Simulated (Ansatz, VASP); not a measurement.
## One calculation of HgSe (d3), two programs

The input INCAR:

```
SYSTEM = HgSe
PREC     = Accurate       ! precision mode
ENCUT    = 600            ! plane-wave cutoff, eV
EDIFF    = 1E-6           ! SCF threshold, eV
ISMEAR   = 0              ! smearing method
SIGMA    = 0.1            ! smearing width, eV
LREAL    = .False.        ! projectors in reciprocal space
LASPH    = .True.         ! aspherical terms in the spheres
NELM     = 100            ! most SCF steps
ALGO     = Normal         ! electronic algorithm
ISIF     = 3              ! what is computed and relaxed
LWAVE    = .False.        ! write WAVECAR
LCHARG   = .False.        ! write CHGCAR
GGA      = PE             ! functional
IVDW     = 12             ! dispersion correction
IBRION   = 2              ! ionic algorithm
NSW      = 100            ! ionic steps
EDIFFG   = -0.002         ! ionic threshold
```

Contents of KPOINTS:

```
regular mesh
0
Gamma
  12 12 12
  0 0 0
```

Contents of POSCAR:

```
HgSe
1.0
    0.0000000000      3.0390000000      3.0390000000
    3.0390000000      0.0000000000      3.0390000000
    3.0390000000      3.0390000000      0.0000000000
Hg Se
1 1
Direct
    0.0000000000      0.0000000000      0.0000000000
    0.2500000000      0.2500000000      0.2500000000
```

Input for Ansatz:

```yaml
crystal:
  lattice:
    - [0.0, 3.039, 3.039]
    - [3.039, 0.0, 3.039]
    - [3.039, 3.039, 0.0]
  atoms:
    - { symbol: Hg, position: [0.0, 0.0, 0.0] }
    - { symbol: Se, position: [0.25, 0.25, 0.25] }
basis:
  ecutwfc: 420
kpoints:
  mp_grid: { grid: [12, 12, 12] }
hamiltonian:
  xc: pbe
  dispersion: d3bj
scf:
  occupations: { method: gaussian, width: 0.1 }
output:
  forces: true
  stress: true
  eigenvalues: true
  write_density: true
  write_potential: true
  elf: true
  volumetric_format: npy
relax:
  adjacent_minimum: "off"
  f_tol: 0.002
  max_steps: 80
  cell: { stress_tol: 0.02 }
```

Alike in both runs: task relaxation of cell and atoms; functional PBE; dispersion D3(BJ); k mesh 12 × 12 × 12; occupations gaussian, width 0.1 eV; no spin polarisation.

```csv
,VASP,Ansatz
version,VASP 6.6.1,Ansatz 0.2.0
potentials or method,"VASP PAW PBE potentials, release 64 (Hg, Se)","scalar-relativistic, plane waves, PAW"
plane-wave cutoff (eV),600,420
valence electrons in the cell,18,36
```

Ansatz gave:

```
gap on the k mesh at the Fermi level, each at its own relaxed structure (eV) : none
relaxed volume (Å³/atom)                                                     : 29.40
relaxed cell length with the largest relative difference (Å)                 : 4.365
energy change over the relaxation (meV/atom)                                 : -10
```

Q: What did VASP give for the same quantities?

A: gap on the k mesh at the Fermi level, each at its own relaxed structure (eV): none; relaxed volume (Å³/atom): 29.54; relaxed cell length with the largest relative difference (Å): 4.372; energy change over the relaxation (meV/atom): -13.

A gap of «none» marks a metal or a gap that the smearing closes. The two sets of potentials don't hold the same shells in valence.

Caveats: pairwise dispersion overbinds metals, which lowers pressure and volume. Zero-point motion and thermal expansion aren't in these numbers. The runs have no spin-orbit coupling, so splittings on Hg are missing.
